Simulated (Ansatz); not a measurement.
TePt:

```
Pt Te
1.0
     4.26288    0.00000    0.00000
    -2.13144    3.69176    0.00000
     0.00000    0.00000    5.66177
Pt Te
2 2
Direct
  0.00000 0.00000 0.00000
  0.00000 0.00000 0.50000
  0.33333 0.66667 0.25000
  0.66667 0.33333 0.75000
```

Measurements of this composition are mostly on another form, of space group No. 166.

Base run:

```yaml
Program: Ansatz 0.2.0
Functional: PBEsol
Potentials_or_basis: Ansatz PAW
Cutoff: "420 eV (not typed: the program's choice for these potentials)"
k_mesh: 7 × 7 × 5
Occupations: fermi-dirac, width 0.05 eV
Spin: no spin polarisation
Hubbard_terms: Pt d U = 1 eV
```

Its results: band gap on the k mesh none (metal or under the smearing width); pressure -5.0 GPa.

Problem. The run is repeated on the same cell with these changes: hubbard terms from Pt d U = 1 eV to Pt d U = 6 eV. What comes out?

Solution. Band gap on the k mesh none (metal or under the smearing width); pressure -4.5 GPa.

Caveats: spin-orbit coupling is left out, which moves the levels of the heavy elements; U without spin polarisation on a metal has little footing; the PAW data sets come from PBE, with cores solved anew for the run's functional, which leaves a small shift of forces and pressure; the U is typed as a test and isn't derived for this compound.
